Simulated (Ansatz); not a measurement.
**Ti2O: how the energy converges with the cutoff**

Ti2O, P-3m1, a = 2.919 Å, c = 4.713 Å. The structure is a COD entry; whether it is the stable form wasn't checked. Ansatz: PBEsol, PAW, cutoff varied, Γ-centred 18×18×10 mesh on 3 atoms, Gaussian smearing 0.10 eV; no spin polarisation. Single points at one geometry, the cutoff alone changed; ΔE is the energy at zero smearing over the run at 850 eV (runs within 0.3 meV/atom of it are left out). The runs up to 380 eV lie under the cutoff recommended for these PAW datasets.

```tsv
cutoff (eV)	ΔE (meV/atom)
150	21580.14
200	5577.67
250	1337.79
300	257.19
350	39.14
380	?
420	3.46
460	1.46
520	0.87
600	0.52
```

Problem. Assume ΔE falls exponentially with the cutoff, fit y = ln ΔE against x, the cutoff in eV, to the other rows, and predict the missing value.

Solution. y = 9.980, 8.627, 7.199, 5.550, 3.667, 1.241, 0.378, -0.139, -0.654. Means x = 361.1, y = 3.9832; Σ(Δx)² = 182289, ΣΔxΔy = -4744; the slope is their ratio. y = 13.38 − 0.02603 x, a factor of ten per 88 eV. At 380 eV this gives ΔE = 32.74 meV/atom. The run gave 12.72, a ratio of 2.57. Between neighbouring rows the decay runs from a factor of ten per 61 eV to one per 358 eV, so one exponential is only a rough guide. The fast fall gives way to a slow tail.